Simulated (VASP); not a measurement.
# C in VASP: further runs

One slab, C, is run at these levels: PBE; tasks: single point.

Program: VASP 6.6.1. These are calculated values, not measurements. Logs are shortened: lines on timing, memory, paths and dates and some standing lists are left out, and cuts for length are marked.

## (1) Starting point

The cell holds a slab with vacuum, 2 atoms: a = 2.456 Å, b = 2.456 Å, c = 18.000 Å, α = 90.00°, β = 90.00°, γ = 120.00°.

The slab is cut from a database's or a generator's crystal, which needn't be the stable form of the element.

## (2) Single point, PBE

The input, INCAR:

```
PREC = Accurate
ENCUT = 750
EDIFF = 1E-7
ISMEAR = 1
SIGMA = 0.1
LREAL = F
LASPH = T
NELM = 120
ALGO = Normal
ISIF = 2
LWAVE = F
LCHARG = F
LDIPOL = T
IDIPOL = 3
DIPOL = 0.5 0.5 0.500
GGA = PE
NBANDS = 14
LVHAR = T
LVACPOTAV = T
```

The input, KPOINTS:

```
regular mesh
0
Gamma
  15 15 1
```

The input, POSCAR:

```
C
1.0
    2.4561701600      0.0000000000      0.0000000000
   -1.2280850800      2.1271057600      0.0000000000
    0.0000000000      0.0000000000     18.0000000000
C
2
Direct
    0.6666666667      0.3333333333      0.5000000000
    0.3333333333      0.6666666667      0.5000000000
```

Potentials or basis: VASP PAW PBE potentials, release 64 (C).

The run is started by

```console
$ cat potpaw_PBE.64/C/POTCAR > POTCAR
$ mpirun -np 1 vasp_std > vasp.out
```

OUTCAR:

```text
PREC = Accurate
   ENCUT = 750
   EDIFF = 1E-7
   ISMEAR = 1
   LREAL = F
   LASPH = T
   NELM = 120
   ISIF = 2
   GGA = PE

 Found     27 irreducible k-points:

 Following reciprocal coordinates:
            Coordinates               Weight
  0.000000  0.000000  0.000000      1.000000
  0.066667  0.000000  0.000000      6.000000
  0.133333  0.000000  0.000000      6.000000
  0.200000 -0.000000  0.000000      6.000000
  0.266667  0.000000  0.000000      6.000000
  0.333333 -0.000000  0.000000      6.000000
   k-points           NKPTS =     27   k-points in BZ     NKDIM =     27   number of bands    NBANDS=     14
   number of dos      NEDOS =    301   number of ions     NIONS =      2
   total plane-waves  NPLWV =  93312
   dimension x,y,z NGX =    24 NGY =   24 NGZ =  162
   dimension x,y,z NGXF=    48 NGYF=   48 NGZF=  324
   ions per type =               2
   NGX,Y,Z   is equivalent  to a cutoff of  16.24, 16.24, 14.96 a.u.
   NGXF,Y,Z  is equivalent  to a cutoff of  32.49, 32.49, 29.92 a.u.
 SYSTEM =  unknown system
   PREC   = accura    normal or accurate (medium, high low for compatibility)
   ISTART =      0    job   : 0-new  1-cont  2-samecut
   ICHARG =      2    charge: 1-file 2-atom 10-const
   ISPIN  =      1    spin polarized calculation?
   LNONCOLLINEAR =      F non collinear calculations
   LSORBIT =      F    spin-orbit coupling
   LASPH  =      T    aspherical Exc in radial PAW
   ENCUT  =  750.0 eV  55.12 Ry    7.42 a.u.   5.48  5.48 40.19*2*pi/ulx,y,z
   NELM   =    120;   NELMIN=  2; NELMDL= -5     # of ELM steps
   EDIFF  = 0.1E-06   stopping-criterion for ELM
   LREAL  =      F    real-space projection
   EDIFFG = 0.1E-05   stopping-criterion for IOM
   NSW    =      0    number of steps for IOM
   IBRION =     -1    ionic relax: 0-MD 1-quasi-New 2-CG
   NFREE  =      0    steps in history (QN), initial steepest desc. (CG)
   ISIF   =      2    stress and relaxation
   ISYM   =      2    0-nonsym 1-usesym 2-fastsym
   POTIM  = 0.5000    time-step for ionic-motion
   TEBEG  =    0.0;   TEEND  =   0.0 temperature during run
   PSTRESS=    0.0 pullay stress
   NELECT =       8.0000    total number of electrons
   NUPDOWN=      -1.0000    fix difference up-down
   EMIN   =  10.00;   EMAX   =-10.00  energy-range for DOS
   EFERMI =   0.00;   METHOD = LEGACY
   ISMEAR =     1;   SIGMA  =   0.10  broadening in eV -4-tet -1-fermi 0-gaus
   EFERMI_NEDOS =   21; number of points for ismear=-14 and -15
   IALGO  =     38    algorithm
   IMIX   =      4    mixing-type and parameters
     AMIX     =   0.40;   BMIX     =  1.00
     AMIX_MAG =   1.60;   BMIX_MAG =  1.00
  volume/ion in A,a.u.               =      47.02       317.31
  Fermi-wavevector in a.u.,A,eV,Ry     =   0.719998  1.360600  7.053227  0.518398
  Thomas-Fermi vector in A             =   1.809338
   LORBIT       =      0    0 simple, 1 ext, 2 COOP (PROOUT), +10 PAW based schemes
   GGA     = PE    functional components
   LHFCALC =     F    Hartree Fock is set to
   AEXX    =    0.0000 exact exchange contribution
   IVDW    =     0    specifies the selected vdW correction
   LEPSILON=     F    determine dielectric tensor
   LRPA    =     F    only Hartree local field effects (RPA)
 non-spin polarized calculation
 Methfessel and Paxton  Order N= 1 SIGMA  =   0.10
  energy-cutoff  :      750.00
  volume of cell :       94.04
 maximum number of plane-waves:      4473
 NGX is ok and might be reduce to    24
   NGX = 11   NGY = 11   NGZ = 81

 dipolmoment           0.000000      0.000000      0.000000 electrons x Angstroem

 number of electron       8.0000000 magnetization

 dipolmoment           0.000000      0.000000     -0.000000 electrons x Angstroem

 Free energy of the ion-electron system (eV)
  ---------------------------------------------------
  ext. energy  EPLUGINS =         0.00000000
  ---------------------------------------------------
  free energy    TOTEN  =       -18.46217765 eV

  energy without entropy =      -18.46167615  energy(sigma->0) =      -18.46201049

 E-fermi :  -2.5366     XC(G=0):  -2.4004

 val. band max:       -2.5366102092   @ k =   0.3333   0.3333   0.0000
 cond. band min:      -2.5366101714   @ k =   0.3333   0.3333   0.0000
 fundamental gap:      0.0000000378
 Fermi energy:        -2.5366101902

 k-point     1 :       0.0000    0.0000    0.0000
  band No.  band energies     occupation
      1     -22.1542      2.00000
      2     -10.2348      2.00000
      3      -5.5806      2.00000
      4      -5.5806      2.00000
      5       0.6886      0.00000
      6       1.5127      0.00000
      7       1.9242      0.00000
      8       3.1232      0.00000
      9       3.6664      0.00000
     10       5.7808      0.00000
     11       5.8470      0.00000
     12       5.8470      0.00000
     13       6.5390      0.00000
     14       9.0303      0.00000

 k-point     2 :       0.0667    0.0000    0.0000
  band No.  band energies     occupation
      1     -22.0485      2.00000
      2     -10.1082      2.00000
      3      -6.0067      2.00000
      4      -5.8054      2.00000
      5       0.8322      0.00000
      6       1.6581      0.00000
      7       2.0713      0.00000
      8       3.2687      0.00000
      9       3.8110      0.00000
     10       5.8954      0.00000
     11       5.9242      0.00000
     12       6.3029      0.00000
     13       6.6897      0.00000
     14       8.6604      0.00000

 k-point     3 :       0.1333    0.0000    0.0000
  band No.  band energies     occupation
      1     -21.7320      2.00000
      2      -9.7303      2.00000
      3      -7.1396      2.00000
      4      -6.3748      2.00000
      5       1.2632      0.00000
      6       2.0939      0.00000
      7       2.5125      0.00000
      8       3.7046      0.00000
      9       4.2447      0.00000
     10       5.9187      0.00000
     11       6.3526      0.00000
     12       7.1296      0.00000
     13       7.5576      0.00000
     14       7.6328      0.00000

 k-point     4 :       0.2000   -0.0000    0.0000
  band No.  band energies     occupation
      1     -21.2072      2.00000
      2      -9.1084      2.00000
      3      -8.6945      2.00000
      4      -7.0864      2.00000
      5       1.9811      0.00000
      6       2.8173      0.00000
      7       3.2478      0.00000
      8       4.4271      0.00000
      9       4.9623      0.00000
     10       5.7951      0.00000
     11       6.1216      0.00000
     12       7.0764      0.00000
     13       7.8493      0.00000
     14       9.3809      0.00000

 k-point     5 :       0.2667    0.0000    0.0000
  band No.  band energies     occupation
      1     -20.4781      2.00000
      2     -10.4355      2.00000
      3      -8.2575      2.00000
      4      -7.7784      2.00000
      5       2.9835      0.00000
      6       3.7848      0.00000
      7       4.2764      0.00000
      8       4.3615      0.00000
      9       5.4638      0.00000
     10       5.5111      0.00000
     11       6.0237      0.00000
     12       8.0672      0.00000
     13       8.8523      0.00000
     14      11.6268      0.00000

 k-point     6 :       0.3333   -0.0000    0.0000
  band No.  band energies     occupation
      1     -19.5522      2.00000
      2     -12.2100      2.00000
      3      -8.3539      2.00000
      4      -7.2108      2.00000
      5       2.4179      0.00000
      6       4.2616      0.00000
      7       5.1545      0.00000
      8       5.2763      0.00000
      9       5.6113      0.00000
     10       6.7559      0.00000
     11       7.3071      0.00000
     12       9.3292      0.00000
     13      10.1373      0.00000
     14      12.7336      0.00000

 [... further k-points ...]

------------------------ aborting loop because EDIFF is reached ----------------------------------------

  FORCE on cell =-STRESS in cart. coord.  units (eV):
  Direction    XX          YY          ZZ          XY          YZ          ZX
  --------------------------------------------------------------------------------------
  -------------------------------------------------------------------------------------
  Total        0.5823009      0.5823009     -0.0347186      0.0000000      0.0000000      0.0000000
  in kB        9.9206023      9.9206023     -0.5914978      0.0000000      0.0000000      0.0000000
  external PRESSURE =       6.4165689 kB  Pullay stress =       0.0000000 kB

 VOLUME and BASIS-vectors are now :
 -----------------------------------------------------------------------------
  energy-cutoff  :      750.00
  volume of cell :       94.04
      direct lattice vectors                 reciprocal lattice vectors
     2.456170160  0.000000000  0.000000000     0.407137916  0.235061185  0.000000000
    -1.228085080  2.127105760  0.000000000     0.000000000  0.470122369  0.000000000
     0.000000000  0.000000000 18.000000000     0.000000000  0.000000000  0.055555556

 POSITION                                       TOTAL-FORCE (eV/Angst)
 -----------------------------------------------------------------------------------
      1.22809      0.70904      9.00000         0.000000      0.000000      0.000000
     -0.00000      1.41807      9.00000        -0.000000     -0.000000     -0.000000
 -----------------------------------------------------------------------------------
    total drift:                                0.000000      0.000000      0.000000

  FREE ENERGIE OF THE ION-ELECTRON SYSTEM (eV)
  ---------------------------------------------------
  free  energy   TOTEN  =       -18.4621776536 eV

  energy  without entropy=      -18.4616761517  energy(sigma->0) =      -18.46201049

 vacuum level on the upper side and lower side of the slab         1.676         1.676
```

It took 34 s on 1 thread of Intel Xeon 6975P-C (Granite Rapids), shared host; peak memory 0.29 GiB.

These settings aren't checked as converged: the numbers below hold their error.

Results:

- Free energy: -18.4622 eV
- Band gap on the k mesh: none (metal or under the smearing width)
- Work function of the upper face: 4.21 eV
- Work function of the lower face: 4.21 eV

[end of part 1 of 2]
